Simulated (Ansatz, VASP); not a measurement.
Given: the input of a run of VASP 6.6.1 on Te.

INCAR

```
SYSTEM = Te
PREC     = Accurate       ! precision mode
ENCUT    = 520            ! plane-wave cutoff, eV
EDIFF    = 1E-7           ! SCF threshold, eV
ISMEAR   = -1             ! smearing method
SIGMA    = 0.05           ! smearing width, eV
LREAL    = .False.        ! projectors in reciprocal space
LASPH    = .True.         ! aspherical terms in the spheres
NELM     = 100            ! most SCF steps
ALGO     = Normal         ! electronic algorithm
ISIF     = 2              ! what is computed and relaxed
LWAVE    = .False.        ! write WAVECAR
LCHARG   = .False.        ! write CHGCAR
GGA      = PE             ! functional
NBANDS   = 9              ! bands
```

The input KPOINTS:

```
Automatic mesh
0
Gamma
  9 9 9
  0 0 0
```

POSCAR

```
Te
1.0
    2.3059043427      1.3313144930      1.6909537039
   -2.3059043427      1.3313144930      1.6909537039
    0.0000000000     -2.6626289860      1.6909537039
Te
1
Direct
    0.5000000000      0.5000000000      0.5000000000
```

Potentials or basis: VASP PAW PBE potentials, release 64 (Te).

Launch:

```console
$ cat potpaw_PBE.64/Te/POTCAR > POTCAR
$ mpirun -np 1 vasp_std > vasp.out
```

Q: Translate it to Ansatz 0.2.0. Potentials there: Ansatz PAW.

A: As run (the cutoff follows the program's own potentials):

input.yaml

```yaml
crystal:
  lattice:
    - [2.3059043427, 1.331314493, 1.6909537039]
    - [-2.3059043427, 1.331314493, 1.6909537039]
    - [0.0, -2.662628986, 1.6909537039]
  atoms:
    - { symbol: Te, position: [0.5, 0.5, 0.5] }
hamiltonian:
  xc: pbe
  pseudopotentials: { kind: paw }
kpoints:
  mp_grid: { grid: [9, 9, 9] }
scf:
  occupations: { method: fermi_dirac, width: 0.05 }
output:
  forces: true
  stress: true
  eigenvalues: true
```

Potentials or basis: Ansatz PAW.

Launch:

```sh
$ ansatz run input.yaml --threads 1 --pin off --max-ram 3584MiB --backend cpu --events-out ev --progress --plain --runs-dir out
```

Both were run:

|  | VASP | Ansatz | Ansatz less VASP |
| --- | --- | --- | --- |
| gap on the k mesh at the Fermi level (eV) | none | none | - |
| pressure (GPa) | 2.6 | 2.6 | +0.04 |
| largest component of the traceless stress (GPa) | 0.05 | 0.05 | +0.006 |

A gap of «none» marks a metal or a gap that the smearing closes. With one functional, cell and mesh, what is left measures potentials, basis and numerics. The two sets of potentials don't hold the same shells in valence.

The runs have no spin-orbit coupling, so splittings on Te are missing.
